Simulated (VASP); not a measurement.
# SiC3 (P-4m2) in VASP: further runs

The runs below take SiC3 through single point, relaxation of cell and atoms, with PBE.

All numbers are computed with VASP 6.6.1; they aren't measurements. Logs are shortened: lines on timing, memory, paths and dates and some standing lists are left out, and cuts for length are marked.

### 1 The structure

Symmetry: P-4m2, No. 115, tetragonal system. Conventional cell: a = 2.803 Å, b = 2.803 Å, c = 4.112 Å, α = 90.00°, β = 90.00°, γ = 90.00°. C (site symmetry 2mm) is surrounded by 2 C at 1.65 Å and 2 Si at 1.83 Å. Around C (site symmetry -4m2) lie 4 C at 1.65 Å. Si (site symmetry -4m2) is surrounded by 4 C at 1.83 Å.

The cell was built by a generator and needn't be a form met in nature.

### 2 Single point, PBE

Input file INCAR:

```
PREC = Accurate
ENCUT = 520
EDIFF = 1E-6
ISMEAR = -1
SIGMA = 0.02
LREAL = False
LASPH = True
NELM = 100
ALGO = Fast
ISIF = 2
LWAVE = False
LCHARG = False
GGA = PE
NBANDS = 16
```

Input file KPOINTS:

```
Automatic mesh
0
Gamma
  8 8 6
```

Input file POSCAR:

```
SiC3
1.0
    2.8026294769      0.0000000000      0.0000000000
    0.0000000000      2.8026294769      0.0000000000
    0.0000000000      0.0000000000      4.1120376099
C Si
3 1
Direct
    0.5000000000      0.0000000000      0.7880665833
    0.5000000000      0.5000000000      0.0000000000
    0.0000000000      0.5000000000      0.2119334167
    0.0000000000      0.0000000000      0.5000000000
```

Potentials or basis: VASP PAW PBE potentials, release 64 (C, Si).

Launch:

```
$ cat potpaw_PBE.64/C/POTCAR potpaw_PBE.64/Si/POTCAR > POTCAR
$ mpirun -np 1 vasp_std > vasp.out
```

OUTCAR:

```text
PREC = Accurate
   ENCUT = 520
   EDIFF = 1E-6
   ISMEAR = -1
   LREAL = False
   LASPH = True
   NELM = 100
   ISIF = 2
   GGA = PE

 ion  position               nearest neighbor table
   1  0.500  0.000  0.788-   2 1.65   2 1.65   4 1.83   4 1.83
   2  0.500  0.500  0.000-   1 1.65   3 1.65   1 1.65   3 1.65
   3  0.000  0.500  0.212-   2 1.65   2 1.65   4 1.83   4 1.83
   4  0.000  0.000  0.500-   1 1.83   3 1.83   3 1.83   1 1.83

  LATTYP: Found a simple tetragonal cell.
 ALAT       =     2.8026294769
 C/A-ratio  =     1.4672070082

  Lattice vectors:

 A1 = (   2.8026294769,   0.0000000000,   0.0000000000)
 A2 = (   0.0000000000,   2.8026294769,   0.0000000000)
 A3 = (   0.0000000000,   0.0000000000,   4.1120376099)

Analysis of symmetry for initial positions (statically):
=====================================================================
 Subroutine PRICEL returns:
 Original cell was already a primitive cell.

 Routine SETGRP: Setting up the symmetry group for a
 simple tetragonal supercell.

 Subroutine GETGRP returns: Found  8 space group operations
 (whereof  8 operations were pure point group operations)
 out of a pool of 16 trial point group operations.

The static configuration has the point symmetry D_2d.

Analysis of symmetry for dynamics (positions and initial velocities):
=====================================================================
 Subroutine PRICEL returns:
 Original cell was already a primitive cell.

 Routine SETGRP: Setting up the symmetry group for a
 simple tetragonal supercell.

 Subroutine GETGRP returns: Found  8 space group operations
 (whereof  8 operations were pure point group operations)
 out of a pool of 16 trial point group operations.

The dynamic configuration has the point symmetry D_2d.

 Subroutine INISYM returns: Found  8 space group operations
 (whereof  8 operations are pure point group operations),
 and found     1 'primitive' translations

----------------------------------------------------------------------------------------

                                     Primitive cell

  volume of cell :      32.2990

  direct lattice vectors                    reciprocal lattice vectors
     2.802629477  0.000000000  0.000000000     0.356807779  0.000000000  0.000000000
     0.000000000  2.802629477  0.000000000     0.000000000  0.356807779  0.000000000
     0.000000000  0.000000000  4.112037610     0.000000000  0.000000000  0.243188437

  length of vectors
     2.802629477  2.802629477  4.112037610     0.356807779  0.356807779  0.243188437
[... 90 lines left out ...]
   NFREE  =      0    steps in history (QN), initial steepest desc. (CG)
   ISIF   =      2    stress and relaxation
   ISYM   =      2    0-nonsym 1-usesym 2-fastsym
   POTIM  = 0.5000    time-step for ionic-motion
   TEBEG  =    0.0;   TEEND  =   0.0 temperature during run
   PSTRESS=    0.0 pullay stress
   NELECT =      16.0000    total number of electrons
   NUPDOWN=      -1.0000    fix difference up-down
   EMIN   =  10.00;   EMAX   =-10.00  energy-range for DOS
   EFERMI =   0.00;   METHOD = LEGACY
   ISMEAR =    -1;   SIGMA  =   0.02  broadening in eV -4-tet -1-fermi 0-gaus
   EFERMI_NEDOS =   21; number of points for ismear=-14 and -15
   IALGO  =     68    algorithm
   IMIX   =      4    mixing-type and parameters
     AMIX     =   0.40;   BMIX     =  1.00
     AMIX_MAG =   1.60;   BMIX_MAG =  1.00
  volume/ion in A,a.u.               =       8.07        54.49
  Fermi-wavevector in a.u.,A,eV,Ry     =   1.295345  2.447846 22.829458  1.677918
  Thomas-Fermi vector in A             =   2.426870
   LORBIT       =      0    0 simple, 1 ext, 2 COOP (PROOUT), +10 PAW based schemes
   GGA     = PE    functional components
   LHFCALC =     F    Hartree Fock is set to
   AEXX    =    0.0000 exact exchange contribution
   IVDW    =     0    specifies the selected vdW correction
   LEPSILON=     F    determine dielectric tensor
   LRPA    =     F    only Hartree local field effects (RPA)
 non-spin polarized calculation
 RMM-DIIS sequential band-by-band and
  energy-cutoff  :      520.00
  volume of cell :       32.30
 maximum number of plane-waves:       888
 NGX is ok and might be reduce to    24
   NGX = 11   NGY = 11   NGZ = 15

 number of electron      15.9999999 magnetization

 Free energy of the ion-electron system (eV)
  ---------------------------------------------------
  ext. energy  EPLUGINS =         0.00000000
  ---------------------------------------------------
  free energy    TOTEN  =       -31.08984544 eV

  energy without entropy =      -31.08984544  energy(sigma->0) =      -31.08984544

 E-fermi :   9.7809     XC(G=0): -12.0590

 val. band max:        9.3425923123   @ k =   0.0000   0.0000   0.0000
 cond. band min:      10.8019488777   @ k =   0.3750   0.3750   0.0000
 fundamental gap:      1.4593565654
 Fermi energy:         9.7808848767

 k-point     1 :       0.0000    0.0000    0.0000
  band No.  band energies     occupation
      1      -9.3067      2.00000
      2      -2.7355      2.00000
      3      -1.4877      2.00000
      4       3.8814      2.00000
      5       3.8814      2.00000
      6       8.6491      2.00000
[... 433 lines left out ...]
      3      -0.3130      2.00000
      4       1.0607      2.00000
      5       3.9245      2.00000
      6       4.6123      2.00000
[... 8 lines left out ...]
     15      19.4254      0.00000
     16      21.8791      0.00000

 [... further k-points ...]

------------------------ aborting loop because EDIFF is reached ----------------------------------------

  FORCE on cell =-STRESS in cart. coord.  units (eV):
  Direction    XX          YY          ZZ          XY          YZ          ZX
  --------------------------------------------------------------------------------------
  -------------------------------------------------------------------------------------
  Total        0.0113636      0.0113636     -0.0098188      0.0000000      0.0000000      0.0000000
  in kB        0.5636871      0.5636871     -0.4870559      0.0000000      0.0000000      0.0000000
  external PRESSURE =       0.2134394 kB  Pullay stress =       0.0000000 kB

 VOLUME and BASIS-vectors are now :
 -----------------------------------------------------------------------------
  energy-cutoff  :      520.00
  volume of cell :       32.30
      direct lattice vectors                 reciprocal lattice vectors
     2.802629477  0.000000000  0.000000000     0.356807779  0.000000000  0.000000000
     0.000000000  2.802629477  0.000000000     0.000000000  0.356807779  0.000000000
     0.000000000  0.000000000  4.112037610     0.000000000  0.000000000  0.243188437

 POSITION                                       TOTAL-FORCE (eV/Angst)
 -----------------------------------------------------------------------------------
      1.40131      0.00000      3.24056        -0.000000      0.000000     -0.015544
      1.40131      1.40131      0.00000        -0.000000     -0.000000      0.000000
      0.00000      1.40131      0.87148         0.000000      0.000000      0.015544
      0.00000      0.00000      2.05602        -0.000000      0.000000      0.000000
 -----------------------------------------------------------------------------------
    total drift:                                0.000000     -0.000000      0.000000

  FREE ENERGIE OF THE ION-ELECTRON SYSTEM (eV)
  ---------------------------------------------------
  free  energy   TOTEN  =       -31.0898454405 eV

  energy  without entropy=      -31.0898454405  energy(sigma->0) =      -31.08984544
```

OSZICAR:

```text
N       E                     dE             d eps       ncg     rms          rms(c)
DAV:   1     0.264777829214E+02    0.26478E+02   -0.76998E+03  1920   0.929E+02
DAV:   2    -0.308645042794E+02   -0.57342E+02   -0.52132E+02  2712   0.170E+02
DAV:   3    -0.331056790259E+02   -0.22412E+01   -0.22326E+01  2376   0.305E+01
DAV:   4    -0.331181181763E+02   -0.12439E-01   -0.12437E-01  2496   0.279E+00
DAV:   5    -0.331182251194E+02   -0.10694E-03   -0.10693E-03  2440   0.234E-01    0.103E+01
RMM:   6    -0.313048920580E+02    0.18133E+01   -0.20297E+00  1953   0.745E+00    0.512E+00
RMM:   7    -0.311104791819E+02    0.19441E+00   -0.62677E-01  2059   0.469E+00    0.231E+00
RMM:   8    -0.310894205487E+02    0.21059E-01   -0.47471E-02  2220   0.158E+00    0.639E-01
RMM:   9    -0.310898387231E+02   -0.41817E-03   -0.72362E-03  2274   0.579E-01    0.131E-01
RMM:  10    -0.310898553558E+02   -0.16633E-04   -0.11052E-03  2220   0.226E-01    0.362E-02
RMM:  11    -0.310898400873E+02    0.15269E-04   -0.14685E-04  2331   0.869E-02    0.230E-02
RMM:  12    -0.310898453964E+02   -0.53091E-05   -0.41500E-05  2365   0.413E-02    0.127E-02
RMM:  13    -0.310898454405E+02   -0.44108E-07   -0.78205E-06  2241   0.186E-02
   1 F= -.31089845E+02 E0= -.31089845E+02  d E =-.169485E-11
```

It took 9.2 s on 1 thread of Intel Xeon 6975P-C (Granite Rapids), shared host; peak memory 0.15 GiB.

Results:

| Item | Value |
| --- | --- |
| Free energy | -31.0898 eV |
| Pressure | 0.0 GPa |
| Largest force | 0.016 eV/Å |
| Band gap on the k mesh | 1.46 eV, indirect (least direct gap 1.79 eV) |

Forces on the atoms (eV/Å):
```
C    0.000  0.000 -0.016
C    0.000  0.000  0.000
C    0.000  0.000  0.016
Si   0.000  0.000  0.000
```

Stress tensor (GPa, compression positive):
```
 0.06  0.00  0.00
 0.00  0.06  0.00
 0.00  0.00 -0.05
```

### 3 Relaxation of cell and atoms, PBE

This run uses another cell than the first one, of 7.50 Å³/atom, 0.929 times its volume.

Input file INCAR:

```
SYSTEM = SiC3
ALGO = Normal
EDIFF = 1E-6
EDIFFG = -0.005
ENCUT = 600
GGA = PE
IBRION = 2
ISIF = 3
ISMEAR = -1
LASPH = .TRUE.
LCHARG = .FALSE.
LREAL = .FALSE.
LWAVE = .FALSE.
NELM = 100
NSW = 80
PREC = Accurate
SIGMA = 0.02
```

Input file KPOINTS:

```
k-points
0
G
  8 8 6
  0 0 0
```

Input file POSCAR:

```
SiC3
1.0
    2.7679234093      0.0000000000      0.0000000000
    0.0000000000      2.7679234093      0.0000000000
    0.0000000000      0.0000000000      3.9144348251
C Si
3 1
Direct
    0.5000000000      0.0000000000      0.7500000000
    0.5000000000      0.5000000000      0.0000000000
    0.0000000000      0.5000000000      0.2500000000
    0.0000000000      0.0000000000      0.5000000000
```

Potentials or basis: VASP PAW PBE potentials, release 64 (C, Si).

Launch:

```
$ cat potpaw_PBE.64/C/POTCAR potpaw_PBE.64/Si/POTCAR > POTCAR
$ mpirun -np 1 vasp_std > vasp.out
```

Wall time 40 s (1 thread of Intel Xeon 6975P-C (Granite Rapids), shared host); peak memory 0.16 GiB.

The run converged. Its results:

| Item | Value |
| --- | --- |
| Free energy | -31.0896 eV |
| Relaxed volume | 8.07 Å³/atom |
| Relaxed cell | a = 2.803 Å, b = 2.803 Å, c = 4.111 Å, α = 90.00°, β = 90.00°, γ = 90.00° |
| Space group after relaxing (to 0.05 Å) | P-4m2 (No. 115) |
| Energy gained by relaxing | 334.5 meV/atom |
| Ionic steps | 11 |
| Pressure after relaxing | 0.0 GPa |
| Band gap on the k mesh | 1.46 eV, indirect (least direct gap 1.80 eV) |

The path:
| step | energy change (eV) | largest force (eV/Å) | pressure (GPa) | volume (Å³) |
| --- | --- | --- | --- | --- |
| 1 | 0.0000 | 7.3836 | 41.46 | 29.99 |
| 2 | 1.4323 | 6.3774 | -33.58 | 39.22 |
| 3 | -1.2699 | 0.2282 | -5.39 | 33.09 |
| 4 | -1.2773 | 0.1426 | -3.34 | 32.88 |
| 5 | -1.2778 | 0.2733 | -2.60 | 32.80 |
| 6 | -1.3368 | 0.0644 | -0.61 | 32.37 |
| 7 | -1.3377 | 0.1111 | -0.30 | 32.31 |
| 8 | -1.3377 | 0.1086 | 0.44 | 32.25 |
| 9 | -1.3380 | 0.0006 | 0.07 | 32.28 |
| 10 | -1.3380 | 0.0027 | 0.06 | 32.28 |
| 11 | -1.3380 | 0.0000 | -0.04 | 32.29 |

Final structure:
```cif
data_structure
_symmetry_space_group_name_H-M 'P 1'
_symmetry_Int_Tables_number 1
_cell_length_a 2.8026
_cell_length_b 2.8026
_cell_length_c 4.1113
_cell_angle_alpha 90.000
_cell_angle_beta 90.000
_cell_angle_gamma 90.000
_cell_volume 32.29
loop_
_atom_site_label
_atom_site_type_symbol
_atom_site_fract_x
_atom_site_fract_y
_atom_site_fract_z
_atom_site_occupancy
C1 C 0.50000 0.00000 0.78799 1
C2 C 0.50000 0.50000 0.00000 1
C3 C 0.00000 0.50000 0.21201 1
Si1 Si 0.00000 0.00000 0.50000 1
```

Levels at points of the mesh, in eV from the valence-band top:
| k point | band 6 | band 7 | band 8 | band 9 | band 10 | band 11 |
| --- | --- | --- | --- | --- | --- | --- |
| (0.00, 0.00, 0.00) | -0.69 | 0.00 | 0.00 | 1.80 | 2.84 | 5.01 |
| (0.50, 0.00, 0.00) | -6.22 | -4.04 | -0.82 | 4.64 | 5.82 | 5.93 |
| (0.50, 0.50, 0.00) | -5.31 | -5.31 | -3.86 | 1.59 | 1.59 | 1.97 |
| (0.00, 0.00, 0.50) | -4.11 | -1.42 | -1.42 | 2.62 | 2.97 | 5.92 |
| (0.50, 0.00, 0.50) | -2.73 | -2.30 | -0.71 | 2.90 | 5.48 | 6.04 |
| (0.50, 0.50, 0.50) | -6.69 | -6.69 | -6.30 | 5.31 | 5.31 | 5.99 |

A k mesh can miss the band edges.
